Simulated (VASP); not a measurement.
# AgCl (Chlorargyrite) (Fm-3m) in VASP: a series of runs

Aim: see how the results for AgCl (Chlorargyrite) move with the level of theory and the settings. Levels: PBEsol, LDA. Tasks: single point.

Program: VASP 6.6.1. These are calculated values, not measurements. Logs are shortened: lines on timing, memory, paths and dates and some standing lists are left out, and cuts for length are marked.

**Experimental background.**

From a printed reference work, data compilation, for a bulk crystal of AgCl: band gap 3.249 eV (indirect).

The results are compared with them further down.

## Step 1: The cell of the first run

It takes space group Fm-3m (No. 225, cubic). Conventional cell: a = 5.470 Å, b = 5.470 Å, c = 5.470 Å, α = 90.00°, β = 90.00°, γ = 90.00°. Ag (site symmetry m-3m) has 6 Cl at 2.73 Å within 3.6 Å. Cl (site symmetry m-3m) has 6 Ag at 2.73 Å within 3.6 Å.

## Step 2: Single point, PBEsol

File INCAR:

```
SYSTEM = AgCl
PREC = Accurate
ENCUT = 520
EDIFF = 1E-7
ISMEAR = -1
SIGMA = 0.05
LREAL = .False.
LASPH = .True.
NELM = 100
ALGO = Normal
ISIF = 2
LWAVE = .False.
LCHARG = .False.
GGA = PS
NBANDS = 16
```

File KPOINTS:

```
regular mesh
0
Gamma
  8 8 8
  0 0 0
```

File POSCAR:

```
AgCl
1.0
    0.0000000000      2.7350000000      2.7350000000
    2.7350000000      0.0000000000      2.7350000000
    2.7350000000      2.7350000000      0.0000000000
Ag Cl
1 1
Direct
    0.0000000000      0.0000000000      0.0000000000
    0.5000000000      0.5000000000      0.5000000000
```

Potentials or basis: VASP PAW PBE potentials, release 64 (Ag, Cl).

The run is started by

```sh
> cat potpaw_PBE.64/Ag/POTCAR potpaw_PBE.64/Cl/POTCAR > POTCAR
> mpirun -np 1 vasp_std > vasp.out
```

OUTCAR:

```text
SYSTEM = AgCl
   PREC = Accurate
   ENCUT = 520
   EDIFF = 1E-7
   ISMEAR = -1
   LREAL = .False.
   LASPH = .True.
   NELM = 100
   ISIF = 2
   GGA = PS

 ion  position               nearest neighbor table
   1  0.000  0.000  0.000-   2 2.73   2 2.73   2 2.73   2 2.73   2 2.73   2 2.73
   2  0.500  0.500  0.500-   1 2.73   1 2.73   1 2.73   1 2.73   1 2.73   1 2.73

  LATTYP: Found a face centered cubic cell.
 ALAT       =     5.4700000000

  Lattice vectors:

 A1 = (   0.0000000000,   2.7350000000,   2.7350000000)
 A2 = (   2.7350000000,   0.0000000000,   2.7350000000)
 A3 = (   2.7350000000,   2.7350000000,   0.0000000000)

Analysis of symmetry for initial positions (statically):
=====================================================================
 Subroutine PRICEL returns:
 Original cell was already a primitive cell.

 Routine SETGRP: Setting up the symmetry group for a
 face centered cubic supercell.

 Subroutine GETGRP returns: Found 48 space group operations
 (whereof 48 operations were pure point group operations)
 out of a pool of 48 trial point group operations.

The static configuration has the point symmetry O_h .

Analysis of symmetry for dynamics (positions and initial velocities):
=====================================================================
 Subroutine PRICEL returns:
 Original cell was already a primitive cell.

 Routine SETGRP: Setting up the symmetry group for a
 face centered cubic supercell.

 Subroutine GETGRP returns: Found 48 space group operations
 (whereof 48 operations were pure point group operations)
 out of a pool of 48 trial point group operations.

The dynamic configuration has the point symmetry O_h .

 Subroutine INISYM returns: Found 48 space group operations
 (whereof 48 operations are pure point group operations),
 and found     1 'primitive' translations

----------------------------------------------------------------------------------------

                                     Primitive cell

  volume of cell :      40.9168

  direct lattice vectors                    reciprocal lattice vectors
     0.000000000  2.735000000  2.735000000    -0.182815356  0.182815356  0.182815356
     2.735000000  0.000000000  2.735000000     0.182815356 -0.182815356  0.182815356
     2.735000000  2.735000000  0.000000000     0.182815356  0.182815356 -0.182815356

  length of vectors
     3.867874093  3.867874093  3.867874093     0.316645486  0.316645486  0.316645486

  position of ions in fractional coordinates (direct lattice)
     0.000000000  0.000000000  0.000000000
     0.500000000  0.500000000  0.500000000

  ion indices of the primitive-cell ions
   primitive index   ion index
                 1           1
                 2           2

----------------------------------------------------------------------------------------

 KPOINTS: regular mesh

Automatic generation of k-mesh.
 Grid dimensions read from file:
 generate k-points for:    8    8    8

 Generating k-lattice:

  Cartesian coordinates                     Fractional coordinates (reciprocal lattice)
    -0.022851920  0.022851920  0.022851920     0.125000000  0.000000000  0.000000000
     0.022851920 -0.022851920  0.022851920     0.000000000  0.125000000  0.000000000
     0.022851920  0.022851920 -0.022851920     0.000000000  0.000000000  0.125000000

  Length of vectors
     0.039580686  0.039580686  0.039580686

  Shift w.r.t. Gamma in fractional coordinates (k-lattice)
     0.000000000  0.000000000  0.000000000

 Subroutine IBZKPT returns following result:
 ===========================================

 Found     29 irreducible k-points:

 Following reciprocal coordinates:
            Coordinates               Weight
  0.000000  0.000000  0.000000      1.000000
  0.125000  0.000000  0.000000      8.000000
  0.250000  0.000000  0.000000      8.000000
  0.375000  0.000000  0.000000      8.000000
  0.500000  0.000000  0.000000      4.000000
  0.125000  0.125000  0.000000      6.000000
[... 16 lines left out ...]
  0.500000  0.250000  0.125000     48.000000
 -0.375000  0.250000  0.125000     24.000000
 [... further k-points ...]
   k-points           NKPTS =     29   k-points in BZ     NKDIM =     29   number of bands    NBANDS=     16
   number of dos      NEDOS =    301   number of ions     NIONS =      2
   total plane-waves  NPLWV =  27000
   dimension x,y,z NGX =    30 NGY =   30 NGZ =   30
   dimension x,y,z NGXF=    60 NGYF=   60 NGZF=   60
   ions per type =               1   1
   NGX,Y,Z   is equivalent  to a cutoff of  12.89, 12.89, 12.89 a.u.
   NGXF,Y,Z  is equivalent  to a cutoff of  25.79, 25.79, 25.79 a.u.
 SYSTEM =  AgCl
   PREC   = accura    normal or accurate (medium, high low for compatibility)
   ISTART =      0    job   : 0-new  1-cont  2-samecut
   ICHARG =      2    charge: 1-file 2-atom 10-const
   ISPIN  =      1    spin polarized calculation?
   LNONCOLLINEAR =      F non collinear calculations
   LSORBIT =      F    spin-orbit coupling
   LASPH  =      T    aspherical Exc in radial PAW
   ENCUT  =  520.0 eV  38.22 Ry    6.18 a.u.   7.19  7.19  7.19*2*pi/ulx,y,z
   NELM   =    100;   NELMIN=  2; NELMDL= -5     # of ELM steps
   EDIFF  = 0.1E-06   stopping-criterion for ELM
   LREAL  =      F    real-space projection
   EDIFFG = 0.1E-05   stopping-criterion for IOM
   NSW    =      0    number of steps for IOM
   IBRION =     -1    ionic relax: 0-MD 1-quasi-New 2-CG
   NFREE  =      0    steps in history (QN), initial steepest desc. (CG)
   ISIF   =      2    stress and relaxation
   ISYM   =      2    0-nonsym 1-usesym 2-fastsym
   POTIM  = 0.5000    time-step for ionic-motion
   TEBEG  =    0.0;   TEEND  =   0.0 temperature during run
   PSTRESS=    0.0 pullay stress
   NELECT =      18.0000    total number of electrons
   NUPDOWN=      -1.0000    fix difference up-down
   EMIN   =  10.00;   EMAX   =-10.00  energy-range for DOS
   EFERMI =   0.00;   METHOD = LEGACY
   ISMEAR =    -1;   SIGMA  =   0.05  broadening in eV -4-tet -1-fermi 0-gaus
   EFERMI_NEDOS =   21; number of points for ismear=-14 and -15
   IALGO  =     38    algorithm
   IMIX   =      4    mixing-type and parameters
     AMIX     =   0.40;   BMIX     =  1.00
     AMIX_MAG =   1.60;   BMIX_MAG =  1.00
  volume/ion in A,a.u.               =      20.46       138.06
  Fermi-wavevector in a.u.,A,eV,Ry     =   1.245083  2.352866 21.092186  1.550232
  Thomas-Fermi vector in A             =   2.379321
   LORBIT       =      0    0 simple, 1 ext, 2 COOP (PROOUT), +10 PAW based schemes
   GGA     = PS    functional components
   LHFCALC =     F    Hartree Fock is set to
   AEXX    =    0.0000 exact exchange contribution
   IVDW    =     0    specifies the selected vdW correction
   LEPSILON=     F    determine dielectric tensor
   LRPA    =     F    only Hartree local field effects (RPA)
 non-spin polarized calculation
  energy-cutoff  :      520.00
  volume of cell :       40.92
 maximum number of plane-waves:      1124
 NGX is ok and might be reduce to    30
   NGX = 15   NGY = 15   NGZ = 15

 number of electron      18.0000002 magnetization

 Free energy of the ion-electron system (eV)
  ---------------------------------------------------
  ext. energy  EPLUGINS =         0.00000000
  ---------------------------------------------------
  free energy    TOTEN  =        -6.05993811 eV

  energy without entropy =       -6.05992697  energy(sigma->0) =       -6.05993254

 E-fermi :   4.6899     XC(G=0): -10.4342

 val. band max:        4.2522306198   @ k =   0.5000   0.0000   0.0000
 cond. band min:       4.9749680056   @ k =   0.0000   0.0000   0.0000
 fundamental gap:      0.7227373858
 Fermi energy:         4.6898575370

 k-point     1 :       0.0000    0.0000    0.0000
  band No.  band energies     occupation
      1     -11.1778      2.00000
      2       1.5991      2.00000
      3       1.5991      2.00000
      4       1.5991      2.00000
      5       1.6413      2.00000
      6       1.6413      2.00000
[... 8 lines left out ...]
     15      17.6590      0.00000
     16      17.6590      0.00000

 k-point     2 :       0.1250    0.0000    0.0000
  band No.  band energies     occupation
      1     -11.1090      2.00000
      2       0.8364      2.00000
      3       0.9109      2.00000
      4       0.9109      2.00000
      5       1.6605      2.00000
      6       1.6605      2.00000
[... 8 lines left out ...]
     15      16.2709      0.00000
     16      16.8563      0.00000

 k-point     3 :       0.2500    0.0000    0.0000
  band No.  band energies     occupation
      1     -10.9348      2.00000
      2      -0.2746      2.00000
      3       0.2993      2.00000
      4       0.2993      2.00000
      5       1.8033      2.00000
      6       1.8033      2.00000
[... 8 lines left out ...]
     15      16.4609      0.00000
     16      16.7801      0.00000

 k-point     4 :       0.3750    0.0000    0.0000
  band No.  band energies     occupation
      1     -10.7478      2.00000
      2      -1.1142      2.00000
      3      -0.0894      2.00000
      4      -0.0894      2.00000
      5       1.9527      2.00000
      6       1.9527      2.00000
[... 8 lines left out ...]
     15      17.3239      0.00000
     16      17.3239      0.00000

 k-point     5 :       0.5000    0.0000    0.0000
  band No.  band energies     occupation
      1     -10.6661      2.00000
      2      -1.4238      2.00000
      3      -0.2225      2.00000
      4      -0.2225      2.00000
      5       2.0167      2.00000
      6       2.0167      2.00000
[... 8 lines left out ...]
     15      17.9133      0.00000
     16      17.9133      0.00000

 k-point     6 :       0.1250    0.1250    0.0000
  band No.  band energies     occupation
      1     -11.0886      2.00000
      2       0.3270      2.00000
      3       1.2118      2.00000
      4       1.2118      2.00000
      5       1.5427      2.00000
      6       1.6721      2.00000
[... 8 lines left out ...]
     15      18.0482      0.00000
     16      18.2449      0.00000

 k-point     7 :       0.2500    0.1250    0.0000
  band No.  band energies     occupation
      1     -10.9561      2.00000
      2      -0.2906      2.00000
      3       0.6138      2.00000
      4       0.6978      2.00000
      5       1.6193      2.00000
      6       1.8223      2.00000
[... 8 lines left out ...]
     15      17.7082      0.00000
     16      18.2437      0.00000

 k-point     8 :       0.3750    0.1250    0.0000
  band No.  band energies     occupation
      1     -10.7798      2.00000
      2      -0.8667      2.00000
      3       0.0027      2.00000
      4       0.1782      2.00000
      5       1.7845      2.00000
      6       1.9793      2.00000
[... 8 lines left out ...]
     15      18.0371      0.00000
     16      18.1701      0.00000

 k-point     9 :       0.5000    0.1250    0.0000
  band No.  band energies     occupation
      1     -10.6645      2.00000
      2      -1.2348      2.00000
      3      -0.2144      2.00000
      4      -0.1266      2.00000
      5       1.9465      2.00000
      6       2.0328      2.00000
[... 8 lines left out ...]
     15      18.0799      0.00000
     16      18.8470      0.00000
[... 172 lines left out ...]
 k-point    19 :       0.5000    0.3750    0.0000
  band No.  band energies     occupation
      1     -10.6545      2.00000
      2      -0.5076      2.00000
      3       0.4052      2.00000
      4       0.5931      2.00000
      5       1.4940      2.00000
      6       2.0994      2.00000
[... 8 lines left out ...]
     15      19.1176      0.00000
     16      19.7218      0.00000

 k-point    20 :      -0.3750    0.3750    0.0000
  band No.  band energies     occupation
      1     -10.6224      2.00000
      2      -0.3194      2.00000
      3      -0.2909      2.00000
      4       0.1729      2.00000
      5       1.7479      2.00000
      6       2.0841      2.00000
[... 8 lines left out ...]
     15      17.8797      0.00000
     16      20.2644      0.00000

 k-point    21 :       0.5000    0.5000    0.0000
  band No.  band energies     occupation
      1     -10.6518      2.00000
      2      -0.4539      2.00000
      3       0.9375      2.00000
      4       0.9375      2.00000
      5       1.2211      2.00000
      6       1.8546      2.00000
[... 8 lines left out ...]
     15      19.4234      0.00000
     16      19.4234      0.00000

 k-point    22 :       0.3750    0.2500    0.1250
  band No.  band energies     occupation
      1     -10.8286      2.00000
      2      -0.6741      2.00000
      3       0.2104      2.00000
      4       0.5801      2.00000
      5       1.7030      2.00000
      6       1.9316      2.00000
[... 8 lines left out ...]
     15      18.4014      0.00000
     16      19.6810      0.00000

 k-point    23 :       0.5000    0.2500    0.1250
  band No.  band energies     occupation
      1     -10.6955      2.00000
      2      -0.9072      2.00000
      3      -0.1019      2.00000
      4       0.1534      2.00000
      5       1.8391      2.00000
      6       2.0246      2.00000
[... 8 lines left out ...]
     15      18.6199      0.00000
     16      19.4773      0.00000

 k-point    24 :      -0.3750    0.2500    0.1250
  band No.  band energies     occupation
      1     -10.6385      2.00000
      2      -0.9803      2.00000
      3      -0.1666      2.00000
      4      -0.1031      2.00000
      5       1.9420      2.00000
      6       2.0174      2.00000
[... 8 lines left out ...]
     15      17.7647      0.00000
     16      19.2566      0.00000

 [... further k-points ...]
[... 5 lines left out ...]
  --------------------------------------------------------------------------------------
  -------------------------------------------------------------------------------------
  Total       -0.1993396     -0.1993396     -0.1993396      0.0000000     -0.0000000     -0.0000000
  in kB       -7.8055265     -7.8055265     -7.8055265      0.0000000     -0.0000000     -0.0000000
  external PRESSURE =      -7.8055265 kB  Pullay stress =       0.0000000 kB

 VOLUME and BASIS-vectors are now :
 -----------------------------------------------------------------------------
  energy-cutoff  :      520.00
  volume of cell :       40.92
      direct lattice vectors                 reciprocal lattice vectors
     0.000000000  2.735000000  2.735000000    -0.182815356  0.182815356  0.182815356
     2.735000000  0.000000000  2.735000000     0.182815356 -0.182815356  0.182815356
     2.735000000  2.735000000  0.000000000     0.182815356  0.182815356 -0.182815356

 POSITION                                       TOTAL-FORCE (eV/Angst)
 -----------------------------------------------------------------------------------
      0.00000      0.00000      0.00000         0.000000      0.000000      0.000000
      2.73500      2.73500      2.73500         0.000000      0.000000     -0.000000
 -----------------------------------------------------------------------------------
    total drift:                               -0.000000      0.000000      0.000000

  FREE ENERGIE OF THE ION-ELECTRON SYSTEM (eV)
  ---------------------------------------------------
  free  energy   TOTEN  =        -6.0599381077 eV

  energy  without entropy=       -6.0599269711  energy(sigma->0) =       -6.05993254
```

It took 21 s on 1 thread of Intel Xeon Platinum 8259CL at 2.50GHz (Skylake/Cascade Lake), shared host; peak memory 0.17 GiB.

What came out:

- Free energy: -6.0599 eV
- Pressure: -0.8 GPa
- Band gap on the k mesh: 0.72 eV, indirect (least direct gap 3.18 eV)

Levels at points of the mesh, in eV from the valence-band top:
```tsv
k point	band 7	band 8	band 9	band 10	band 11	band 12
(0.00, 0.00, 0.00)	-2.51	-2.51	-2.51	0.72	10.73	10.73
(0.50, 0.00, 0.00)	-1.90	0.00	0.00	3.92	6.67	7.45
(0.50, 0.50, 0.00)	-2.10	-2.10	-1.99	2.16	7.80	8.60
```

Caveat: the PAW data sets were made with another functional, which shifts forces and pressure a little.

## Step 3: Single point, LDA

File INCAR:

```
PREC     = Accurate       # precision mode
ENCUT    = 520            # plane-wave cutoff, eV
EDIFF    = 1E-6           # SCF threshold, eV
ISMEAR   = -1             # smearing method
SIGMA    = 0.05           # smearing width, eV
LREAL    = False          # projectors in reciprocal space
LASPH    = True           # aspherical terms in the spheres
NELM     = 100            # most SCF steps
ALGO     = Normal         # electronic algorithm
ISIF     = 2              # what is computed and relaxed
LWAVE    = False          # write WAVECAR
LCHARG   = False          # write CHGCAR
NBANDS   = 16             # bands
```

File KPOINTS:

```
regular mesh
0
Gamma
  8 8 8
```

POSCAR is that of step 2.

Potentials or basis: VASP PAW LDA potentials, release 64 (Ag, Cl).

The run is started by

```sh
> cat potpaw_LDA.64/Ag/POTCAR potpaw_LDA.64/Cl/POTCAR > POTCAR
> mpirun -np 1 vasp_std > vasp.out
```

It took 22 s on 1 thread of Intel Xeon Platinum 8259CL at 2.50GHz (Skylake/Cascade Lake), shared host; peak memory 0.15 GiB.

The run converged. Its results:

```
Free energy            : -6.7624 eV
Pressure               : -3.8 GPa
Band gap on the k mesh : 0.64 eV, indirect (least direct gap 3.11 eV)
```

Levels at points of the mesh, in eV from the valence-band top:
```tsv
k point	band 7	band 8	band 9	band 10	band 11	band 12
(0.00, 0.00, 0.00)	-2.48	-2.48	-2.48	0.64	10.73	10.73
(0.50, 0.00, 0.00)	-1.94	0.00	0.00	3.86	6.57	7.37
(0.50, 0.50, 0.00)	-2.14	-2.14	-2.03	2.05	7.80	8.52
```

## Step 4: How close it comes

Step 2. Measured gap of AgCl: 3.249 eV (indirect; a printed reference work, data compilation). This calculation gives 0.72 eV (-2.53 eV). So large a miss can be the level of theory's own, or it may mean another phase, state or a wrong row. Spin-orbit coupling on Ag is left out. The value is that of PBEsol on a finite k mesh, which can miss the band edges, without temperature or zero-point motion. Semilocal functionals fall short of measured gaps as a rule.
